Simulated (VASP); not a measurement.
B: single point with PBE+D3(BJ)

B:

```
B
1.0
     1.70243    0.00000    0.00000
    -0.85122    1.47435    0.00000
     0.00000    0.00000    3.63542
B
1
Direct
  0.00000 0.00000 0.00000
```

This isn't the form of B at room conditions, which is rhombohedral.

```
Program             : VASP 6.6.1
Task                : single point
Functional          : PBE
Dispersion          : D3(BJ)
Potentials or basis : VASP PAW PBE potentials, release 64 (B)
Cutoff              : 520 eV
k mesh              : 33 × 33 × 14
Occupations         : gaussian, width 0.15 eV
Spin                : no spin polarisation
```

| Item | Value |
| --- | --- |
| Pressure | 0.2 GPa |
| Band gap on the k mesh | none (metal or under the smearing width) |
| Dispersion energy per atom | -0.158 eV |

Stress tensor (GPa, compression positive):
```
 1.33  0.00  0.00
 0.00  1.33  0.00
 0.00  0.00 -2.00
```

Levels at points of the mesh, in eV from the Fermi level:
```
           k point  band 1  band 2  band 3  band 4  band 5
(0.00, 0.00, 0.00)  -17.33   -6.84    2.31   24.86   24.86
(0.00, 0.00, 0.50)  -17.01   -8.73    8.99   13.69   24.86
```

Wall time 27 s on 1 thread of Intel(R) Xeon(R) Platinum 8488C (Sapphire Rapids) (shared host), peak memory 0.16 GiB.

Caveat: pairwise dispersion overbinds metals, which lowers pressure and volume.
